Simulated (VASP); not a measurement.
Input of a VASP 6.6.1 run:

The input POSCAR:

```
CdTe                                    
1.0
    0.0000000000      3.2477981880      3.2477981880
    3.2477981880      0.0000000000      3.2477981880
    3.2477981880      3.2477981880      0.0000000000
  Cd              Te            
     1     1
Direct
     0.0000000000000000    0.0000000000000000    0.0000000000000000
     0.2500000000000000    0.2500000000000000    0.2500000000000000
```

INCAR.step1

```
SYSTEM = CdTe
PREC = Accurate ; ENCUT = 520
EDIFF = 1E-5 ; ISMEAR = 0
SIGMA = 0.03 ; LREAL = .False.
LASPH = .True. ; NELM = 80
ALGO = Normal ; ISIF = 2
LWAVE = .True. ; LCHARG = .False.
NBANDS = 16 ; KPAR = 8
GGA = PE
```

File INCAR.step2:

```
SYSTEM = CdTe
PREC = Accurate ; ENCUT = 520
EDIFF = 1E-7 ; ISMEAR = 0
SIGMA = 0.03 ; LREAL = .False.
LASPH = .True. ; NELM = 80
ALGO = Normal ; ISIF = 2
LWAVE = .False. ; LCHARG = .False.
GGA = PE ; LHFCALC = .True.
AEXX = 0.25 ; PRECFOCK = Fast
HFRCUT = -1 ; NBANDS = 16
KPAR = 8 ; ISTART = 1
```

KPOINTS

```
Automatic mesh
0
Gamma
  6 6 6
  0 0 0
```

File KPOINTS_OPT:

```
explicit points
6
Reciprocal
 0.0000000000  0.0000000000  0.0000000000 1
 0.3750000000  0.3750000000  0.7500000000 1
 0.5000000000  0.5000000000  0.5000000000 1
 0.6250000000  0.2500000000  0.6250000000 1
 0.5000000000  0.2500000000  0.7500000000 1
 0.5000000000  0.0000000000  0.5000000000 1
```

Potentials or basis: VASP PAW PBE potentials, release 64 (Cd, Te).

Launch:

```bash
$ cat potpaw_PBE.64/Cd/POTCAR potpaw_PBE.64/Te/POTCAR > POTCAR
$ cp INCAR.step1 INCAR
$ mpirun -np 8 vasp_std > vasp.out
$ cp INCAR.step2 INCAR
$ mpirun -np 8 vasp_std > vasp.out
```

Q: Estimate the band gap along the path.

A: 2.12 eV, direct.

Q: Predict the pressure.

A: 1.2 GPa.

Q: What does it give for the band gap on the k mesh?

A: 2.12 eV, direct.

Caveat: the PAW data sets were made with another functional, which shifts forces and pressure a little; spin-orbit coupling is left out, which moves the levels of the heavy elements.

**Experimental background.**

A printed reference work, data compilation reports, for a bulk crystal of CdTe at 0 K: band gap 1.607 eV.

A measured gap of CdTe is 1.607 eV (0 K; a printed reference work, data compilation); the calculated 2.12 eV misses it by +0.51 eV. Spin-orbit coupling on Cd, Te is left out. The value is that of PBE0, without temperature or zero-point motion.
